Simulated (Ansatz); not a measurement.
# Ge: the band gap up the ladder of functionals

An exercise on one series of results from a longer session: the logs are not shown, and one member is left open.

Program: Ansatz 0.2.0. PAW datasets, plane waves. No spin polarisation and no zero-point or thermal motion.

**The system as given**

The cell was relaxed beforehand with r2SCAN.

It is cubic, Fd-3m (No. 227); conventional cell a = 5.674 Å, 22.83 Å³ an atom. Ge has 4 Ge at 2.46 Å.

As a file:

```cif
data_structure
_symmetry_space_group_name_H-M 'P 1'
_symmetry_Int_Tables_number 1
_cell_length_a 4.0119
_cell_length_b 4.0119
_cell_length_c 4.0119
_cell_angle_alpha 60.000
_cell_angle_beta 60.000
_cell_angle_gamma 60.000
_cell_volume 45.66
loop_
_atom_site_label
_atom_site_type_symbol
_atom_site_fract_x
_atom_site_fract_y
_atom_site_fract_z
_atom_site_occupancy
Ge1 Ge 0.00000 0.00000 0.00000 1
Ge2 Ge 0.25000 0.25000 0.25000 1
```

The first run:

The input, input.yaml:

```yaml
crystal:
  lattice:
    - [0.0, 2.8368735119, 2.8368735119]
    - [2.8368735119, 0.0, 2.8368735119]
    - [2.8368735119, 2.8368735119, 0.0]
  atoms:
    - { symbol: Ge, position: [0.0, 0.0, 0.0] }
    - { symbol: Ge, position: [0.25, 0.25, 0.25] }
kpoints:
  mp_grid: { grid: [8, 8, 8] }
  band_path:
    path:
      - [[0.0, 0.0, 0.0], [0.5, -1.975734629219e-34, 0.5], [0.625, 0.25, 0.625]]
      - [[0.375, 0.375, 0.75], [0.0, 0.0, 0.0], [0.5, 0.5, 0.5], [0.5, 0.25, 0.75], [0.5, -1.975734629219e-34, 0.5]]
    npoints: 10
hamiltonian:
  xc: pbe
scf:
  occupations: { method: fermi_dirac, width: 0.02 }
  n_extra_bands: 4
output:
  forces: true
  stress: true
  eigenvalues: true
  write_density: true
  write_potential: true
  elf: true
  volumetric_format: npy
```

Started as:

```console
> ansatz run input.yaml --threads 4 --pin off --max-ram 7372MiB --backend cpu --events-out ev --progress --plain --runs-dir out
```

Steps of the session up to this table: PBE bands along the symmetry lines; Single point with r2SCAN; Single point with HSE06; Single point with PBE+SOC; PBE0 at the same geometry; LDA at the same geometry; HSE06+SOC at the same geometry.

One table of the session follows, with a row left open; its other results are not shown here.

| level | gap (eV) |
| --- | --- |
| PBE | 0.00 |
| r2SCAN | 0.36 |
| HSE06 | ? |
| PBE+SOC | 0.00 |
| LDA | 0.00 |
| HSE06+SOC | 0.74 |

**Question.** Estimate the row for HSE06.

**Answer.** gap (eV): 0.78. In the column «gap (eV)» it is the highest.

Meshes: PBE 8×8×8, r2SCAN 8×8×8, HSE06 6×6×6, PBE+SOC 8×8×8, LDA 8×8×8, HSE06+SOC 4×4×4

In words: PBE finds no gap, while r2SCAN, HSE06+SOC, HSE06 open one of up to 0.78 eV: the level of theory decides whether this is called a metal. The calculation is for fixed nuclei; the measurement holds lattice motion too.

Caveats from the session: Warnings in the runs' records: stress scf threshold loose, stress exchange threshold loose, little group invariance lost.
